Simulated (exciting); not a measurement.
BeS:

```xyz
2
Lattice="0.0000 2.4250 2.4250 2.4250 0.0000 2.4250 2.4250 2.4250 0.0000" Properties=species:S:1:pos:R:3 pbc="T T T"
S     3.6375    3.6375    3.6375
Be    0.0000    0.0000    0.0000
```

Base run:

| Item | Value |
| --- | --- |
| Program | exciting (release sodium) |
| Functional | PBE |
| Potentials or basis | all-electron LAPW+lo, shipped species files, valence relativity iora* |
| rgkmax | 6 |
| k mesh | 6 × 6 × 6 |
| Occupations | gaussian, width 0.027 eV |
| Spin | no spin polarisation |

Its results: band gap on the k mesh 3.12 eV, indirect (least direct gap 5.66 eV).

Q: The run is repeated on the same cell with these changes: functional from PBE to PBEsol; rgkmax from 6 to 6.5. What comes out?

A: Band gap on the k mesh 2.93 eV, indirect (least direct gap 5.59 eV).

A k mesh can miss the band edges.
